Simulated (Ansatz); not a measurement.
LaAlO3 (cubic perovskite, Pm-3m) at seven volumes, PBE (plane waves, PAW; program Ansatz), scaled uniformly. One row is withheld.

```csv
V (Å³/atom),P (GPa)
10.084,22.13
10.417,13.56
10.749,6.25
11.082,0.01
11.414,-5.31
11.747,-9.86
12.079,?
```

**Question.** Fit the shown pressures and predict the withheld one.

**Answer.** P = (3/2)B₀(x^(7/2) − x^(5/2))[1 + (3/4)(B′ − 4)(x − 1)] with x = (V₀/V)^(2/3). Least squares on the six rows gives V₀ = 11.083 Å³/atom, B₀ = 192 GPa, B′ = 4.25. At V = 12.079, x = 0.9442 and P = -13.77 GPa. The run itself gave -13.75 GPa.

This is a known high-temperature phase of the composition, computed here at zero pressure and temperature. The PBE relaxation kept the symmetry of its start; its stability against distortions is not shown here. Scalar-relativistic: spin–orbit coupling is off unless named, which matters more the heavier the elements.

Potentials: the later of the program's two PAW sets.
